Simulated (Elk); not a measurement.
An Elk run on HgSe with settings drawn from a wide range, so not all are converged; totals and levels move with the basis, and no second program has checked them. Level of theory: DFT, TB-mBJ exchange potential with LDA correlation, all-electron APW+lo, Dirac cores, scalar-relativistic bands in Elk 11.2.3 with local patches. Elk's input is in atomic units.

Command: `OMP_NUM_THREADS=1 elk` The run took 12 min on 1 thread of Arm Neoverse V1 (shared host), peak memory 0.1 GiB.

```
tasks
  0
  110
  115

xctype
  100 208 12

rgkmax
  8.5

gmaxvr
  12

lmaxapw
  12

lmaxo
  6

lmaxi
  4

nrmtscf
  2.5

nempty
  4

epspot
  0.6

epsengy
  1e-07

maxscl
  80

swidth
  0.001

stype
  1

lradstp
  4

mixtype
  1

hmaxvr
  4

beta0
  0.15

tforce
  .false.

sppath
  './'

avec
  0.00000000000 5.89210963157 5.89210963157
  5.89210963157 0.00000000000 5.89210963157
  5.89210963157 5.89210963157 0.00000000000

atoms
  2
  'Hg.in'
  1
  0.000000000000 0.000000000000 0.000000000000   0.000 0.000 0.000
  'Se.in'
  1
  0.250000000000 0.250000000000 0.250000000000   0.000 0.000 0.000

ngridk
  5 5 5
```

Muffin-tin radii in the species files: Hg 1.97, Se 1.69 bohr.

The cell comes from COD entry 1538663, which wasn't checked; take it as a given geometry. The listed cell was then made from it by scaling, straining or moving an atom.

No spin–orbit coupling, which matters for the heavy atoms here.

**Question.** What does the run give?

**Answer.** It settled in energy, though the test on the potential was never met; total energy -21629.8192 Ha, charge error 0.0129 e; sphere charges Hg1 76.45, Se2 30.02 e; 80 SCF iterations. The warnings or the charge error make these numbers unreliable.
```
Warning(linengy): could not find 1 linearisation energies in s.c. loop 3
Warning(linengy): could not find 1 linearisation energies in s.c. loop 4
Warning(linengy): could not find 1 linearisation energies in s.c. loop 5
Warning(linengy): could not find 1 linearisation energies in s.c. loop 6
Warning(linengy): could not find 1 linearisation energies in s.c. loop 7
```
